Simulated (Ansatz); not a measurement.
# SiW12: the cost of one run

Program: Ansatz 0.2.0. Level of theory: DFT PBE+D3(BJ), scalar-relativistic, plane waves, PAW. These are calculated values, not measurements.

2 further runs of the same task are left out: 2 set aside as unsound or not needed.

**1. Starting point**

Symmetry: Fm-3m, No. 225, cubic system. Conventional cell: a = 4.005 Å, b = 4.005 Å, c = 4.005 Å, α = 90.00°, β = 90.00°, γ = 90.00°. W (site symmetry m-3m) has 12 W at 2.83 Å as nearest neighbours.

Structure file:

```
CELL_PARAMETERS angstrom
0.00000 2.00267 2.00267
2.00267 0.00000 2.00267
2.00267 2.00267 0.00000
ATOMIC_POSITIONS crystal
W 0.00000 0.00000 0.00000
```

It is the result of an earlier relaxation at this level (volume 16.06 Å³/atom; gap on the mesh: none (metal)).

**2. Setting up the map**

Atoms count from 1 in the order of the input.

Si is moved over the surface cell at a fixed height above a rigid substrate; the origin of the map has the adsorbate above W9; the height is held at 2.80 Å.

- position of Si13 along the first surface vector, from above W9: 6 values from 0.000 to 0.833, periodic
- position of Si13 along the second surface vector, from above W9: 6 values from 0.000 to 0.833, periodic

Nothing else is relaxed. Points are written as (first, second).

The two vectors of the plane (Å): (2.832, 0.000, 0.000); (0.000, 2.832, 0.000).

**3. The run at (0/6, 0/6) of the map's two axes**

The cell repeats along c, and a dipole correction in the vacuum removes the field between the copies.

input.yaml

```yaml
crystal:
  lattice:
    - [5.6644156868, 0.0, 0.0]
    - [0.0, 5.6644156868, 0.0]
    - [0.0, 0.0, 21.1500668291]
  atoms:
    - { symbol: W, position: [0.25, 0.25, 0.1891246979] }
    - { symbol: W, position: [0.25, 0.75, 0.1891246979] }
    - { symbol: W, position: [0.75, 0.25, 0.1891246979] }
    - { symbol: W, position: [0.75, 0.75, 0.1891246979] }
    - { symbol: W, position: [0.0, 0.0, 0.2848852803] }
    - { symbol: W, position: [0.0, 0.5, 0.2848852803] }
    - { symbol: W, position: [0.5, 0.0, 0.2848852803] }
    - { symbol: W, position: [0.5, 0.5, 0.2848852803] }
    - { symbol: W, position: [0.25, 0.25, 0.3806166143] }
    - { symbol: W, position: [0.25, 0.75, 0.3806166143] }
    - { symbol: W, position: [0.75, 0.25, 0.3806166143] }
    - { symbol: W, position: [0.75, 0.75, 0.3806166143] }
    - { symbol: Si, position: [0.25, 0.25, 0.5130039029] }
basis:
  ecutwfc: 420
kpoints:
  mp_grid: { grid: [5, 5, 1] }
hamiltonian:
  xc: pbe
  pseudopotentials: { kind: paw, azcp: { folder: soft_1 } }
  dispersion: d3bj
scf:
  occupations: { method: gaussian, width: 0.1 }
output:
  forces: true
  eigenvalues: true
efield:
  axis: 3
  dipole_correction: true
  ramp_width: 0.04
```

Run with:

```
ansatz run input.yaml --threads 2 --pin off --max-ram 6144MiB --backend cpu --events-out ev --progress --plain --runs-dir out
```

What time and memory should one allow on 2 threads of Arm Neoverse N1, shared host?

About 45 s, with a peak of 1.1 GiB.
